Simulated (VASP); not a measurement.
# BP in VASP: relaxation of cell and atoms with r2SCAN

Aim: the relaxation of cell and atoms of BP with r2SCAN.

All numbers are computed with VASP 6.6.1; they aren't measurements. Logs are shortened: lines on timing, memory, paths and dates and some standing lists are left out, and cuts for length are marked.

**1. The structure**

The cell holds a sheet with vacuum, 2 atoms: a = 3.200 Å, b = 3.200 Å, c = 16.000 Å, α = 90.00°, β = 90.00°, γ = 120.00°.

The cell was built by a generator and needn't be a form met in nature.

**2. Relaxation of cell and atoms, r2SCAN**

Contents of INCAR:

```
SYSTEM = BP
ALGO     = Normal         ! electronic algorithm
EDIFF    = 1E-6           ! SCF threshold, eV
EDIFFG   = -0.005         ! ionic threshold
ENCUT    = 600            ! plane-wave cutoff, eV
IBRION   = 2              ! ionic algorithm
ISIF     = 3              ! what is computed and relaxed
ISMEAR   = 0              ! smearing method
LASPH    = .TRUE.         ! aspherical terms in the spheres
LATTICE_CONSTRAINTS= .TRUE. .TRUE. .FALSE.
LCHARG   = .FALSE.        ! write CHGCAR
LMIXTAU  = .TRUE.       
LREAL    = .FALSE.        ! projectors in reciprocal space
LWAVE    = .FALSE.        ! write WAVECAR
METAGGA  = R2SCAN         ! meta-GGA
NELM     = 120            ! most SCF steps
NSW      = 40             ! ionic steps
PREC     = Accurate       ! precision mode
SIGMA    = 0.03           ! smearing width, eV
```

Contents of KPOINTS:

```
k-points
0
G
  12 12 1
  0 0 0
```

Contents of POSCAR:

```
BP
1.0
    3.2000000000      0.0000000000      0.0000000000
   -1.6000000000      2.7712812900      0.0000000000
    0.0000000000      0.0000000000     16.0000000000
B P
1 1
Direct
    0.3333330000      0.6666670000      0.5000000000
    0.6666670000      0.3333330000      0.5000000000
```

Potentials or basis: VASP PAW PBE potentials, release 64 (B, P).

Command:

```sh
> cat potpaw_PBE.64/B/POTCAR potpaw_PBE.64/P/POTCAR > POTCAR
> mpirun -np 1 vasp_std > vasp.out
```

OUTCAR:

```text
SYSTEM = BP
   EDIFF = 1E-6
   EDIFFG = -0.005
   ENCUT = 600
   IBRION = 2
   ISIF = 3
   ISMEAR = 0
   LASPH = .TRUE.
   LREAL = .FALSE.
   METAGGA = R2SCAN
   NELM = 120
   NSW = 40
   PREC = Accurate

 ion  position               nearest neighbor table
   1  0.333  0.667  0.500-   2 1.85   2 1.85   2 1.85
   2  0.667  0.333  0.500-   1 1.85   1 1.85   1 1.85

  LATTYP: Found a hexagonal cell.
 ALAT       =     3.2000000000
 C/A-ratio  =     5.0000000000

  Lattice vectors:

 A1 = (   3.2000000000,   0.0000000000,   0.0000000000)
 A2 = (  -1.6000000000,   2.7712812900,   0.0000000000)
 A3 = (   0.0000000000,   0.0000000000,  16.0000000000)

Analysis of symmetry for initial positions (statically):
=====================================================================
 Subroutine PRICEL returns:
 Original cell was already a primitive cell.

 Routine SETGRP: Setting up the symmetry group for a
 hexagonal supercell.

 Subroutine GETGRP returns: Found 12 space group operations
 (whereof 12 operations were pure point group operations)
 out of a pool of 24 trial point group operations.

The static configuration has the point symmetry D_3h.

Analysis of symmetry for dynamics (positions and initial velocities):
=====================================================================
 Subroutine PRICEL returns:
 Original cell was already a primitive cell.

 Routine SETGRP: Setting up the symmetry group for a
 hexagonal supercell.

 Subroutine GETGRP returns: Found 12 space group operations
 (whereof 12 operations were pure point group operations)
 out of a pool of 24 trial point group operations.

The dynamic configuration has the point symmetry D_3h.

 Subroutine INISYM returns: Found 12 space group operations
 (whereof 12 operations are pure point group operations),
 and found     1 'primitive' translations

----------------------------------------------------------------------------------------

                                     Primitive cell

  volume of cell :     141.8896

  direct lattice vectors                    reciprocal lattice vectors
     3.200000000  0.000000000  0.000000000     0.312500000  0.180421959  0.000000000
    -1.600000000  2.771281290  0.000000000     0.000000000  0.360843919  0.000000000
     0.000000000  0.000000000 16.000000000     0.000000000  0.000000000  0.062500000

  length of vectors
     3.200000000  3.199999998 16.000000000     0.360843918  0.360843919  0.062500000

  position of ions in fractional coordinates (direct lattice)
     0.333333000  0.666667000  0.500000000
     0.666667000  0.333333000  0.500000000

  ion indices of the primitive-cell ions
   primitive index   ion index
                 1           1
                 2           2

----------------------------------------------------------------------------------------

 KPOINTS: k-points

Automatic generation of k-mesh.
 Grid dimensions read from file:
 generate k-points for:   12   12    1

 Generating k-lattice:

  Cartesian coordinates                     Fractional coordinates (reciprocal lattice)
     0.026041667  0.015035163  0.000000000     0.083333333  0.000000000  0.000000000
     0.000000000  0.030070327  0.000000000     0.000000000  0.083333333  0.000000000
     0.000000000  0.000000000  0.062500000     0.000000000  0.000000000  1.000000000

  Length of vectors
     0.030070327  0.030070327  0.062500000

  Shift w.r.t. Gamma in fractional coordinates (k-lattice)
     0.000000000  0.000000000  0.000000000

 Subroutine IBZKPT returns following result:
 ===========================================

 Found     19 irreducible k-points:

 Following reciprocal coordinates:
            Coordinates               Weight
  0.000000  0.000000  0.000000      1.000000
  0.083333 -0.000000  0.000000      6.000000
  0.166667 -0.000000  0.000000      6.000000
  0.250000 -0.000000  0.000000      6.000000
  0.333333 -0.000000  0.000000      6.000000
  0.416667  0.000000  0.000000      6.000000
[... 11 lines left out ...]
  0.333333  0.250000  0.000000     12.000000
  0.333333  0.333333  0.000000      2.000000
   k-points           NKPTS =     19   k-points in BZ     NKDIM =     19   number of bands    NBANDS=      8
   number of dos      NEDOS =    301   number of ions     NIONS =      2
   total plane-waves  NPLWV = 100352
   dimension x,y,z NGX =    28 NGY =   28 NGZ =  128
   dimension x,y,z NGXF=    56 NGYF=   56 NGZF=  256
   ions per type =               1   1
   NGX,Y,Z   is equivalent  to a cutoff of  14.55, 14.55, 13.30 a.u.
   NGXF,Y,Z  is equivalent  to a cutoff of  29.09, 29.09, 26.60 a.u.
 SYSTEM =  BP
   PREC   = accura    normal or accurate (medium, high low for compatibility)
   ISTART =      0    job   : 0-new  1-cont  2-samecut
   ICHARG =      2    charge: 1-file 2-atom 10-const
   ISPIN  =      1    spin polarized calculation?
   LNONCOLLINEAR =      F non collinear calculations
   LSORBIT =      F    spin-orbit coupling
   LASPH  =      T    aspherical Exc in radial PAW
   ENCUT  =  600.0 eV  44.10 Ry    6.64 a.u.   6.39  6.39 31.96*2*pi/ulx,y,z
   NELM   =    120;   NELMIN=  2; NELMDL= -5     # of ELM steps
   EDIFF  = 0.1E-05   stopping-criterion for ELM
   LREAL  =      F    real-space projection
   EDIFFG = -.5E-02   stopping-criterion for IOM
   NSW    =     40    number of steps for IOM
   IBRION =      2    ionic relax: 0-MD 1-quasi-New 2-CG
   NFREE  =      1    steps in history (QN), initial steepest desc. (CG)
   ISIF   =      3    stress and relaxation
   ISYM   =      2    0-nonsym 1-usesym 2-fastsym
   POTIM  = 0.5000    time-step for ionic-motion
   TEBEG  =    0.0;   TEEND  =   0.0 temperature during run
   PSTRESS=    0.0 pullay stress
   NELECT =       8.0000    total number of electrons
   NUPDOWN=      -1.0000    fix difference up-down
   EMIN   =  10.00;   EMAX   =-10.00  energy-range for DOS
   EFERMI =   0.00;   METHOD = LEGACY
   ISMEAR =     0;   SIGMA  =   0.03  broadening in eV -4-tet -1-fermi 0-gaus
   EFERMI_NEDOS =   21; number of points for ismear=-14 and -15
   IALGO  =     38    algorithm
   IMIX   =      4    mixing-type and parameters
     AMIX     =   0.40;   BMIX     =  1.00
     AMIX_MAG =   1.60;   BMIX_MAG =  1.00
  volume/ion in A,a.u.               =      70.94       478.76
  Fermi-wavevector in a.u.,A,eV,Ry     =   0.627752  1.186279  5.361680  0.394072
  Thomas-Fermi vector in A             =   1.689460
   LORBIT       =      0    0 simple, 1 ext, 2 COOP (PROOUT), +10 PAW based schemes
   METAGGA = R2SCAN    functional components
   LHFCALC =     F    Hartree Fock is set to
   AEXX    =    0.0000 exact exchange contribution
   IVDW    =     0    specifies the selected vdW correction
   LEPSILON=     F    determine dielectric tensor
   LRPA    =     F    only Hartree local field effects (RPA)
 conjugate gradient relaxation of ions
 non-spin polarized calculation
 Gauss-broadening in eV      SIGMA  =   0.03
  energy-cutoff  :      600.00
  volume of cell :      141.89
 maximum number of plane-waves:      4775
 NGX is ok and might be reduce to    28
   NGX = 13   NGY = 13   NGZ = 63

--------------------------------------- Ionic step        1  -------------------------------------------

 number of electron       8.0000000 magnetization

 Free energy of the ion-electron system (eV)
  ---------------------------------------------------
  ext. energy  EPLUGINS =         0.00000000
  ---------------------------------------------------
  free energy    TOTEN  =       -16.48020883 eV

  energy without entropy =      -16.48020883  energy(sigma->0) =      -16.48020883

------------------------ aborting loop because EDIFF is reached ----------------------------------------

  FORCE on cell =-STRESS in cart. coord.  units (eV):
  Direction    XX          YY          ZZ          XY          YZ          ZX
  --------------------------------------------------------------------------------------
  -------------------------------------------------------------------------------------
  Total        0.0145216      0.0145216     -0.0094870      0.0000000      0.0000000     -0.0000000
  in kB        0.1639734      0.1639734     -0.1071248      0.0000000      0.0000000     -0.0000000
  external PRESSURE =       0.0736074 kB  Pullay stress =       0.0000000 kB

 VOLUME and BASIS-vectors are now :
 -----------------------------------------------------------------------------
  energy-cutoff  :      600.00
  volume of cell :      141.89
      direct lattice vectors                 reciprocal lattice vectors
     3.200000000  0.000000000  0.000000000     0.312500000  0.180421959  0.000000000
    -1.600000000  2.771281290  0.000000000     0.000000000  0.360843919  0.000000000
     0.000000000  0.000000000 16.000000000     0.000000000  0.000000000  0.062500000

 POSITION                                       TOTAL-FORCE (eV/Angst)
 -----------------------------------------------------------------------------------
     -0.00000      1.84752      8.00000        -0.000000      0.000000      0.000000
      1.60000      0.92376      8.00000         0.000000     -0.000000      0.000000
 -----------------------------------------------------------------------------------
    total drift:                               -0.000130      0.000075      0.000000

  FREE ENERGIE OF THE ION-ELECTRON SYSTEM (eV)
  ---------------------------------------------------
  free  energy   TOTEN  =       -16.4802088272 eV
[... 17 lines left out ...]
 VOLUME and BASIS-vectors are now :
 -----------------------------------------------------------------------------
  energy-cutoff  :      600.00
  volume of cell :      141.99
      direct lattice vectors                 reciprocal lattice vectors
     3.201120894  0.000000000  0.000000000     0.312390576  0.180358783  0.000000000
    -1.600560447  2.772252013  0.000000000     0.000000000  0.360717567  0.000000000
     0.000000000  0.000000000 16.000000000     0.000000000  0.000000000  0.062500000

 POSITION                                       TOTAL-FORCE (eV/Angst)
 -----------------------------------------------------------------------------------
     -0.00000      1.84817      8.00000         0.000000      0.000000      0.000000
      1.60056      0.92408      8.00000        -0.000000     -0.000000      0.000000
 -----------------------------------------------------------------------------------
    total drift:                               -0.000130      0.000075      0.000000

  FREE ENERGIE OF THE ION-ELECTRON SYSTEM (eV)
  ---------------------------------------------------
  free  energy   TOTEN  =       -16.4802041857 eV

  energy  without entropy=      -16.4802041857  energy(sigma->0) =      -16.48020419

--------------------------------------- Ionic step        3  -------------------------------------------

 number of electron       8.0000000 magnetization

 Free energy of the ion-electron system (eV)
  ---------------------------------------------------
  ext. energy  EPLUGINS =         0.00000000
  ---------------------------------------------------
  free energy    TOTEN  =       -16.48021009 eV

  energy without entropy =      -16.48021009  energy(sigma->0) =      -16.48021009

 E-fermi :  -3.0565     XC(G=0):  -2.6403

 val. band max:       -3.2232220360   @ k =   0.3333   0.3333   0.0000
 cond. band min:      -2.1257213892   @ k =   0.3333   0.3333   0.0000
 fundamental gap:      1.0975006469
 Fermi energy:        -3.0564532144

 k-point     1 :       0.0000    0.0000    0.0000
  band No.  band energies     occupation
      1     -17.6932      2.00000
      2      -7.6243      2.00000
      3      -4.9714      2.00000
      4      -4.9713      2.00000
      5       0.9428      0.00000
      6       1.8003      0.00000
      7       1.8004      0.00000
      8       2.2196      0.00000

 k-point     2 :       0.0833   -0.0000    0.0000
  band No.  band energies     occupation
      1     -17.5802      2.00000
      2      -7.5016      2.00000
      3      -5.5330      2.00000
      4      -5.1878      2.00000
      5       1.0573      0.00000
      6       1.6490      0.00000
      7       2.3535      0.00000
      8       2.5320      0.00000

 k-point     3 :       0.1667   -0.0000    0.0000
  band No.  band energies     occupation
      1     -17.2442      2.00000
      2      -7.1365      2.00000
      3      -6.8634      2.00000
      4      -5.6885      2.00000
      5       1.1046      0.00000
      6       1.5952      0.00000
      7       2.7527      0.00000
      8       2.9498      0.00000
[... 187 lines left out ...]
 VOLUME and BASIS-vectors are now :
 -----------------------------------------------------------------------------
  energy-cutoff  :      600.00
  volume of cell :      141.93
      direct lattice vectors                 reciprocal lattice vectors
     3.200429623  0.000000000  0.000000000     0.312458050  0.180397740  0.000000000
    -1.600214812  2.771653355  0.000000000     0.000000000  0.360795479  0.000000000
     0.000000000  0.000000000 16.000000000     0.000000000  0.000000000  0.062500000

 POSITION                                       TOTAL-FORCE (eV/Angst)
 -----------------------------------------------------------------------------------
     -0.00000      1.84777      8.00000         0.000000     -0.000000      0.000000
      1.60022      0.92388      8.00000        -0.000000      0.000000      0.000000
 -----------------------------------------------------------------------------------
    total drift:                               -0.000130      0.000075      0.000000

  FREE ENERGIE OF THE ION-ELECTRON SYSTEM (eV)
  ---------------------------------------------------
  free  energy   TOTEN  =       -16.4802100873 eV

  energy  without entropy=      -16.4802100873  energy(sigma->0) =      -16.48021009

 reached required accuracy - stopping structural energy minimisation
```

Wall time 5.3 min (1 thread of Intel Xeon 6975P-C (Granite Rapids), shared host); peak memory 0.35 GiB.

What came out:

* Free energy: -16.4802 eV
* Relaxed volume: 70.96 Å³/atom
* Relaxed cell: a = 3.200 Å, b = 3.200 Å, c = 16.000 Å, α = 90.00°, β = 90.00°, γ = 120.00°
* Space group after relaxing (to 0.05 Å): P-6m2 (No. 187)
* Energy gained by relaxing: 0.0 meV/atom
* Ionic steps: 3
* Band gap on the k mesh: 1.10 eV, direct

Final structure:
```
B P
1.0
     3.20043    0.00000    0.00000
    -1.60021    2.77165    0.00000
     0.00000    0.00000   16.00000
B P
1 1
Cartesian
  0.0000 1.8478 8.0000
  1.6002 0.9239 8.0000
```

Caveat: the PAW data sets were made with another functional, which shifts forces and pressure a little. r2SCAN opens gaps a little over a GGA but as a rule still falls short of measured ones.
